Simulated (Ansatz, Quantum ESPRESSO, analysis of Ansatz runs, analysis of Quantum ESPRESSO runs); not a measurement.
**Substitutional N in diamond: charge-transition level against experiment (Quantum ESPRESSO)**

Subject: substitutional N in diamond. Wanted: its charge-transition level, in one set-up (PBE, JTH 2.0 PBE, 32-site cell, PBE lattice, k: the single point 1/4 1/4 1/4 then 2x2x2 shifted, started with the impurity moved along one bond, start relaxed with Ansatz). The model is a cell of 32 host atoms with 1 C taken out and 1 N put in. The level is the Fermi energy at which two charge states have equal formation energy, after a correction for the images of the charge. Other potentials or another program check that the number doesn't hang on one set of files.

**The experiment.** (+1/0) level below the conduction-band bottom: 1.7 eV (quoted in “Hunting the elusive shallow n-type donor – An ab initio study of Li and N co-doped diamond”, 2021, S. Conejeros et al., quoting earlier work (1969)). The calculation is set beside it at the end.

Method: Quantum ESPRESSO plane-wave DFT, PBE, JTH 2.0 PBE potentials; relaxation of all atoms of a defect supercell, in Quantum ESPRESSO 7.5.

## (1) The starting structure

The cell holds 32 atoms: 31 C and 1 N. Its edges and angles: a = 6.190 Å, b = 6.190 Å, c = 6.190 Å, α = 109.5°, β = 109.5°, γ = 109.5°. It derives from C (space group Fd-3m). Nearest the centre at fractional (0.500, 0.500, 0.500): N11 at 0.01 Å, C32 at 1.55 Å, C26 at 1.56 Å, C23 at 1.56 Å, C27 at 1.57 Å, C16 at 2.51 Å, C4 at 2.52 Å, C13 at 2.52 Å. The cell carries charge +1.

The host's primitive cell comes from a first run (Quantum ESPRESSO plane-wave DFT, PBE, JTH 2.0 PBE potentials; relaxation of cell and atoms of a defect-free cell): vectors of 2.527, 2.527 and 2.527 Å. That is 5.70 Å³ an atom, 0.6 % over the diffraction cell's volume. The supercell is built on it.

This program's steps are dear, so the start below was first relaxed with Ansatz (plane-wave PAW DFT, PBE; 3.9 s).

## (2) Relaxation, charge +1

Every later number rests on the structure around the defect, so the atoms are relaxed at the host's lattice first.

The input, pw.in:

```
&CONTROL
  calculation = 'relax'
  prefix = 'pwscf'
  outdir = './tmp'
  pseudo_dir = './pseudo'
  tprnfor = .true.
  disk_io = 'low'
  nstep = 70
  forc_conv_thr = 0.00078
  etot_conv_thr = 0.0001
/
&SYSTEM
  ibrav = 0
  nat = 32
  ntyp = 2
  ecutwfc = 40
  ecutrho = 240
  nbnd = 68
  occupations = 'smearing'
  smearing = 'fd'
  degauss = 0.00073499
  tot_charge = 1
  nosym = .true.
/
&ELECTRONS
  conv_thr = 3d-08
  electron_maxstep = 100
  mixing_beta = 0.5
/
&IONS
  ion_dynamics = 'bfgs'
/
ATOMIC_SPECIES
C     12.0110 C.GGA_PBE-JTH.UPF
N     14.0070 N.GGA_PBE-JTH.UPF
CELL_PARAMETERS angstrom
  -3.5736125014    3.5736125014    3.5736125014
   3.5736125014   -3.5736125014    3.5736125014
   3.5736125014    3.5736125014   -3.5736125014
ATOMIC_POSITIONS crystal
C     -0.0015117021   -0.0011845236    0.4980231619
C     -0.0009429450    0.2482061740    0.2474155219
C     -0.0015143522    0.4988097700   -0.0019759562
C     -0.0020836686    0.7476307810    0.7468430451
C      0.2478787049   -0.0006117385    0.2474143689
C      0.2478770292    0.2482039105   -0.0014043585
C      0.2496633844    0.4988127531    0.7486383731
C      0.2496663817    0.7494277071    0.4980233697
C      0.4984848249   -0.0011853188   -0.0019751346
C      0.4984868371    0.2499887691    0.7486365663
N      0.4984925692    0.4988191781    0.4980300389
C      0.4984852400    0.7494255603    0.2492026941
C      0.7473034503   -0.0017555977    0.7468430432
C      0.7491023393    0.2499887461    0.4980221161
C      0.7491019514    0.4988137392    0.2492013825
C      0.7473065655    0.7476364850   -0.0025389505
C     -0.0014905296   -0.0011617782    0.2478473486
C     -0.0014886189    0.2486383633   -0.0019497695
C     -0.0015397663    0.4988105676    0.7478262947
C     -0.0015372542    0.7486177391    0.4980259033
C      0.2483118587   -0.0011627259   -0.0019514931
C      0.2486863743    0.2490117101    0.7481996054
C      0.2465711667    0.4988200119    0.4980315339
C      0.2486840956    0.7489889808    0.2482221063
C      0.4984847758   -0.0012110753    0.7478263667
C      0.4984957321    0.2469020283    0.4980301966
C      0.4984939174    0.4988198110    0.2461070496
C      0.4984842620    0.7486172955   -0.0020015270
C      0.7482890655   -0.0012112639    0.4980251939
C      0.7486612122    0.2490110705    0.2482222100
C      0.7482883026    0.4988114866   -0.0020023959
C      0.7504064323    0.7507339150    0.7499477487
K_POINTS crystal
1
0.25 0.25 0.25 1.0
```

Run with:

```console
$ OMP_NUM_THREADS=1 mpirun -n 4 pw.x -in pw.in > pw.out
```

Output:

```text
This program is part of the open-source Quantum ESPRESSO suite
     for quantum simulation of materials; please cite
         "P. Giannozzi et al., J. Phys.:Condens. Matter 21 395502 (2009);
         "P. Giannozzi et al., J. Phys.:Condens. Matter 29 465901 (2017);
         "P. Giannozzi et al., J. Chem. Phys. 152 154105 (2020);
          URL
     in publications or presentations arising from this work. More details at

     file C.GGA_PBE-JTH.UPF: wavefunction(s)  0S 2P 0P renormalized
     file N.GGA_PBE-JTH.UPF: wavefunction(s)  0S 0P renormalized

     Subspace diagonalization in iterative solution of the eigenvalue problem:
     a serial algorithm will be used

     --------------------
     sticks:   dense  smooth     PW     G-vecs:    dense   smooth      PW
     Min         615     413    116                19352    10536    1590
     Max         616     414    117                19354    10537    1592
     Sum        2463    1653    467                77413    42147    6363

     Using Slab Decomposition

     bravais-lattice index     =            0
     lattice parameter (alat)  =      11.6968  a.u.
     unit-cell volume          =    1231.9100 (a.u.)^3
     number of atoms/cell      =           32
     number of atomic types    =            2
     number of electrons       =       128.00
     number of Kohn-Sham states=           68
     kinetic-energy cutoff     =      40.0000  Ry
     charge density cutoff     =     240.0000  Ry
     scf convergence threshold =      3.0E-08
     mixing beta               =       0.5000
     number of iterations used =            8  plain     mixing
     energy convergence thresh.=      1.0E-04
     force convergence thresh. =      7.8E-04
     Exchange-correlation= SLA PW PBX PBC
                           (   1   4   3   4   0   0   0)
     nstep                     =           70

     celldm(1)=  11.696797  celldm(2)=   0.000000  celldm(3)=   0.000000
     celldm(4)=   0.000000  celldm(5)=   0.000000  celldm(6)=   0.000000

     crystal axes: (cart. coord. in units of alat)
               a(1) = (  -0.577350   0.577350   0.577350 )
               a(2) = (   0.577350  -0.577350   0.577350 )
               a(3) = (   0.577350   0.577350  -0.577350 )

     reciprocal axes: (cart. coord. in units 2 pi/alat)
               b(1) = ( -0.000000  0.866025  0.866025 )
               b(2) = (  0.866025 -0.000000  0.866025 )
               b(3) = (  0.866025  0.866025  0.000000 )

     PseudoPot. # 1 for C  read from file:
     C.GGA_PBE-JTH.UPF
     Pseudo is Projector augmented-wave + core cor, Zval =  4.0
     Generated using ATOMPAW code
     Shape of augmentation charge: SINC**2
     Using radial grid of  920 points,  4 beta functions with:
                l(1) =   0
                l(2) =   0
                l(3) =   1
                l(4) =   1
     Q(r) pseudized with 0 coefficients

     PseudoPot. # 2 for N  read from file:
     N.GGA_PBE-JTH.UPF
     Pseudo is Projector augmented-wave + core cor, Zval =  5.0
     Generated using ATOMPAW code
     Shape of augmentation charge: SINC**2
     Using radial grid of  933 points,  4 beta functions with:
                l(1) =   0
                l(2) =   0
                l(3) =   1
                l(4) =   1
     Q(r) pseudized with 0 coefficients

     atomic species   valence    mass     pseudopotential
     C                 4.00    12.01100     C ( 1.00)
     N                 5.00    14.00700     N ( 1.00)

     No symmetry found

   Cartesian axes

     site n.     atom                  positions (alat units)
         1        C      tau(   1) = (   0.2877227   0.2873449  -0.2890905  )
         2        C      tau(   2) = (   0.2866917  -0.0010009  -0.0000879  )
         3        C      tau(   3) = (   0.2877214  -0.2900031   0.2882545  )
         4        C      tau(   4) = (   0.8640379  -0.0016578  -0.0007482  )
         5        C      tau(   5) = (  -0.0006213   0.2863108  -0.0000851  )
         6        C      tau(   6) = (  -0.0006221  -0.0009995   0.2872233  )
         7        C      tau(   7) = (   0.5760730   0.2883801  -0.0000937  )
         8        C      tau(   8) = (   0.5760713  -0.0010034   0.2892933  )
         9        C      tau(   9) = (  -0.2896250   0.2873443   0.2882563  )
        10        C      tau(  10) = (   0.2887551   0.5756959  -0.0000929  )
        11        N      tau(  11) = (   0.2877263   0.2873492   0.2882604  )
        12        C      tau(  12) = (   0.2887577  -0.0010032   0.5766044  )
        13        C      tau(  13) = (  -0.0012794   0.8636595  -0.0007478  )
        14        C      tau(  14) = (  -0.0006302   0.5756966   0.2892923  )
        15        C      tau(  15) = (  -0.0006275   0.2883805   0.5766080  )
        16        C      tau(  16) = (  -0.0012754  -0.0016563   0.8645716  )
        17        C      tau(  17) = (   0.1432845   0.1429049  -0.1446260  )
[...]
25        C      tau(  25) = (   0.1432582   0.7202573  -0.1446566  )
        26        C      tau(  26) = (   0.1422802   0.4327956   0.1428177  )
        27        C      tau(  27) = (   0.1422781   0.1419018   0.4337094  )
        28        C      tau(  28) = (   0.1432588  -0.1455700   0.7211700  )
        29        C      tau(  29) = (  -0.1451892   0.7202592   0.1437906  )
        30        C      tau(  30) = (  -0.1451620   0.4317843   0.4326952  )
        31        C      tau(  31) = (  -0.1451916   0.1428794   0.7211695  )
        32        C      tau(  32) = (   0.4331716   0.4327935   0.4337012  )

     number of k points=     1  Fermi-Dirac smearing, width (Ry)=  0.0007
                       cart. coord. in units 2pi/alat
        k(    1) = (   0.4330127   0.4330127   0.4330127), wk =   2.0000000

     Dense  grid:    77413 G-vectors     FFT dimensions: (  60,  60,  60)

     Smooth grid:    42147 G-vectors     FFT dimensions: (  48,  48,  48)

     Check: negative core charge=   -0.000056

     Initial potential from superposition of free atoms

     starting charge     128.9987, renormalised to     128.0000
     Starting wfcs are  256 randomized atomic wfcs
     Checking if some PAW data can be deallocated...

     Self-consistent Calculation

     iteration #  1     ecut=    40.00 Ry     beta= 0.50
     Davidson diagonalization with overlap
     ethr =  1.00E-02,  avg # of iterations =  2.0

     total energy              =    -600.38159385 Ry
     estimated scf accuracy    <       2.01435228 Ry

     iteration #  2     ecut=    40.00 Ry     beta= 0.50
     Davidson diagonalization with overlap
     ethr =  1.57E-03,  avg # of iterations =  2.0

     total energy              =    -600.47664448 Ry
     estimated scf accuracy    <       0.32095388 Ry

     iteration #  3     ecut=    40.00 Ry     beta= 0.50
     Davidson diagonalization with overlap
     ethr =  2.51E-04,  avg # of iterations =  5.0

     total energy              =    -600.51171936 Ry
     estimated scf accuracy    <       0.04698438 Ry

     iteration #  4     ecut=    40.00 Ry     beta= 0.50
     Davidson diagonalization with overlap
     ethr =  3.67E-05,  avg # of iterations =  6.0

     total energy              =    -600.52187167 Ry
     estimated scf accuracy    <       0.00218814 Ry

     iteration #  5     ecut=    40.00 Ry     beta= 0.50
     Davidson diagonalization with overlap
     ethr =  1.71E-06,  avg # of iterations =  6.0

     total energy              =    -600.52253258 Ry
     estimated scf accuracy    <       0.00029982 Ry

     iteration #  6     ecut=    40.00 Ry     beta= 0.50
     Davidson diagonalization with overlap
     ethr =  2.34E-07,  avg # of iterations =  2.0

     total energy              =    -600.52257686 Ry
     estimated scf accuracy    <       0.00001410 Ry

     iteration #  7     ecut=    40.00 Ry     beta= 0.50
     Davidson diagonalization with overlap
     ethr =  1.10E-08,  avg # of iterations =  2.0

     total energy              =    -600.52257979 Ry
     estimated scf accuracy    <       0.00000106 Ry

     iteration #  8     ecut=    40.00 Ry     beta= 0.50
     Davidson diagonalization with overlap
     ethr =  8.27E-10,  avg # of iterations =  3.0

     total energy              =    -600.52258010 Ry
     estimated scf accuracy    <       0.00000018 Ry

     iteration #  9     ecut=    40.00 Ry     beta= 0.50
     Davidson diagonalization with overlap
     ethr =  1.42E-10,  avg # of iterations =  2.0

     End of self-consistent calculation

          k = 0.4330 0.4330 0.4330 (  5276 PWs)   bands (ev):

    -8.1897  -6.3360  -6.3359  -6.3359  -4.1704  -2.4161  -2.4160  -2.4160
    -2.0585  -2.0584  -2.0001  -2.0000  -2.0000  -1.9988  -1.9987  -1.9986
     1.5613   2.0448   2.0449   2.0449   2.5933   2.5933   2.5933   2.6144
     2.6144   2.6144   2.6546   2.6546   5.7644   5.7645   5.7645   6.0791
     6.4740   6.4740   6.6068   6.6068   6.6068   6.6069   6.6069   6.6069
     6.6967   6.6967   6.6968   6.8022   8.0327   8.0328   8.0328   8.3628
     8.3628   8.3628   8.5012   8.5012   8.5373   8.5543   8.5543   8.5544
    11.1250  11.1251  11.1251  11.5876  11.5876  11.6111  11.6112  11.6112
    17.5542  18.7244  18.7245  18.7247

     the Fermi energy is    12.0461 ev

!    total energy              =    -600.52258013 Ry
     total all-electron energy =      -600.522580 Ry
     estimated scf accuracy    <       0.00000002 Ry
     smearing contrib. (-TS)   =       0.00000000 Ry
     internal energy E=F+TS    =    -600.52258013 Ry

     The total energy is F=E-TS. E is the sum of the following terms:
     one-electron contribution =     130.46418164 Ry
     hartree contribution      =      32.96176124 Ry
     xc contribution           =    -145.32649360 Ry
     ewald contribution        =    -415.11375933 Ry
     one-center paw contrib.   =    -203.50827008 Ry

     convergence has been achieved in   9 iterations

     Forces acting on atoms (cartesian axes, Ry/au):

     atom    1 type  1   force =    -0.00000528   -0.00000735   -0.00003110
     atom    2 type  1   force =    -0.00022399    0.00003947    0.00002820
     atom    3 type  1   force =     0.00000300   -0.00003341    0.00001757
     atom    4 type  1   force =    -0.00015466   -0.00001343   -0.00002226
     atom    5 type  1   force =     0.00002488   -0.00018978    0.00001028
     atom    6 type  1   force =     0.00001853    0.00002553   -0.00020872
     atom    7 type  1   force =    -0.00007952    0.00019697    0.00007829
     atom    8 type  1   force =    -0.00004623    0.00004755    0.00018423
     atom    9 type  1   force =    -0.00003271   -0.00001676   -0.00000166
     atom   10 type  1   force =     0.00021940   -0.00009171    0.00007621
     atom   11 type  2   force =     0.00021683    0.00031175    0.00008851
     atom   12 type  1   force =     0.00020106    0.00002900   -0.00004448
     atom   13 type  1   force =    -0.00001920   -0.00013525   -0.00002055
     atom   14 type  1   force =     0.00009399   -0.00008347    0.00019575
     atom   15 type  1   force =     0.00005978    0.00019199   -0.00008045
     atom   16 type  1   force =    -0.00007261   -0.00005137   -0.00017394
[...]
atom   25 type  1   force =    -0.00002140   -0.00004029    0.00002806
     atom   26 type  1   force =     0.00010222   -0.00016984    0.00009002
     atom   27 type  1   force =     0.00015489    0.00015197   -0.00019963
     atom   28 type  1   force =    -0.00000997    0.00003254   -0.00004852
     atom   29 type  1   force =     0.00000172   -0.00005522   -0.00000389
     atom   30 type  1   force =    -0.00001533   -0.00000190    0.00003045
     atom   31 type  1   force =     0.00003364   -0.00000591   -0.00003846
     atom   32 type  1   force =    -0.00013588   -0.00014952   -0.00010265

     Total force =     0.000972     Total SCF correction =     0.000127
     SCF correction compared to forces is large: reduce conv_thr to get better values

     BFGS Geometry Optimization
     Energy error            =      9.4E-07 Ry
     Gradient error          =      3.1E-04 Ry/Bohr

     bfgs converged in   1 scf cycles and   0 bfgs steps
     (criteria: energy <  1.0E-04 Ry, force <  7.8E-04 Ry/Bohr)

     End of BFGS Geometry Optimization

     Final energy             =    -600.5225801266 Ry
Begin final coordinates

ATOMIC_POSITIONS (crystal)
C               -0.0015117021       -0.0011845236        0.4980231619
C               -0.0009429450        0.2482061740        0.2474155219
C               -0.0015143522        0.4988097700       -0.0019759562
C               -0.0020836686        0.7476307810        0.7468430451
C                0.2478787049       -0.0006117385        0.2474143689
C                0.2478770292        0.2482039105       -0.0014043585
C                0.2496633844        0.4988127531        0.7486383731
C                0.2496663817        0.7494277071        0.4980233697
C                0.4984848249       -0.0011853188       -0.0019751346
C                0.4984868371        0.2499887691        0.7486365663
N                0.4984925692        0.4988191781        0.4980300389
C                0.4984852400        0.7494255603        0.2492026941
C                0.7473034503       -0.0017555977        0.7468430432
C                0.7491023393        0.2499887461        0.4980221161
C                0.7491019514        0.4988137392        0.2492013825
C                0.7473065655        0.7476364850       -0.0025389505
[...]
C                0.4984847758       -0.0012110753        0.7478263667
C                0.4984957321        0.2469020283        0.4980301966
C                0.4984939174        0.4988198110        0.2461070496
C                0.4984842620        0.7486172955       -0.0020015270
C                0.7482890655       -0.0012112639        0.4980251939
C                0.7486612122        0.2490110705        0.2482222100
C                0.7482883026        0.4988114866       -0.0020023959
C                0.7504064323        0.7507339150        0.7499477487
End final coordinates

=------------------------------------------------------------------------------=
   JOB DONE.
=------------------------------------------------------------------------------=
```

The job ended after 5.5 s (4 MPI ranks of Arm Neoverse V2, shared host; peak memory 0.31 GiB).

No atom moved by 0.005 Å in the relaxation.

Neighbours of N11 at the end:

```csv
atom,distance (Å)
C32,1.559
C26,1.559
C23,1.559
C27,1.559
C4,2.524
C13,2.524
C5,2.524
C16,2.524
C12,2.524
C6,2.524
C8,2.524
C2,2.524
C10,2.524
C7,2.524
C15,2.524
C14,2.524
```

(Continued in part 2 of 4.)

[Logs are printed without paths, hosts, clocks, repeated set-up lines and the standing remarks that a program may print on its own settings, such as how far it seeks lower states.]

[Hosts, paths, dates, database ids (printed as entryN), source tags and the programs' standing remarks are cut or masked in the printed files.]

[For some hosts the program warned that the k-mesh of the response run may be too coarse for force constants and the static dielectric constant; such warnings are not shown here.]
